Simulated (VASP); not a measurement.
Input of a VASP 6.6.1 run:

Contents of run.py:

```python
from ase import Atoms
from ase.calculators.vasp import Vasp

atoms = Atoms(
    ['Al'],
    cell=[[-1.59121869, 1.59121869, 1.59121869], [1.59121869, -1.59121869, 1.59121869], [1.59121869, 1.59121869, -1.59121869]],
    scaled_positions=[[0.0, 0.0, 0.0]],
    pbc=True,
)
calc = Vasp(
    directory='calc',
    xc='lda',
    pp='LDA',
    setups='minimal',
    pp_version='54',
    prec='Accurate',
    encut=580,
    ediff=1e-06,
    ismear=0,
    sigma=0.01,
    lreal=False,
    lasph=True,
    nelm=100,
    algo='Normal',
    isif=3,
    lwave=False,
    lcharg=False,
    ibrion=2,
    nsw=60,
    ediffg=-0.01,
    kpts=[12, 12, 12],
    gamma=True,
)
atoms.calc = calc

print('energy (eV):', atoms.get_potential_energy())
print('free energy (eV):', atoms.get_potential_energy(force_consistent=True))
print('forces (eV/A):')
print(atoms.get_forces())
print('stress (eV/A^3, Voigt):', atoms.get_stress())
print('Fermi level (eV):', calc.get_fermi_level())
print('cell (A, degrees):', atoms.cell.cellpar())
print('volume (A^3):', atoms.get_volume())
print('scaled positions:')
print(atoms.get_scaled_positions())
```

Potentials or basis: VASP PAW LDA potentials, release 54 (Al).

Run with:

```console
$ python run.py
```

(1) Estimate the band gap on the k mesh.

(2) What does it give for the space group after relaxing (to 0.05 Å)?

(3) Predict the relaxed cell.

Answers

(1) none (metal or under the smearing width).

(2) Im-3m (No. 229).

(3) a = 2.764 Å, b = 2.764 Å, c = 2.764 Å, α = 109.47°, β = 109.47°, γ = 109.47°.
